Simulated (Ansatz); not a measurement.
Take a crystal in which Be has been replaced by Sr on all its sites, with the cell rescaled by a rough guess (in some cases also distorted within its space group) and nothing relaxed:

```yaml
crystal:
  lattice:
    - [3.54402, 0.00000, 0.00000]
    - [-1.77201, 3.06921, 0.00000]
    - [0.00000, 0.00000, 5.89949]
  atoms:
    - { symbol: Sr, position: [0.33333, 0.66667, 0.25000] }
    - { symbol: Sr, position: [0.66667, 0.33333, 0.75000] }
```

Level of theory: DFT PBE, scalar-relativistic, plane waves, PAW (Ansatz).

Plane waves to 420 eV, a k mesh through Γ of 15×15×8 on the computed 2-atom cell and Gaussian smearing (0.10 eV); no spin polarisation.

Question: What pressure does the cell carry?

Answer: The pressure is 13.7 GPa (positive in compression), so the cell would expand.

Question: Is it a metal on this mesh?

Answer: Yes, a band crosses the Fermi level.

This form isn't the element's structure at ambient conditions.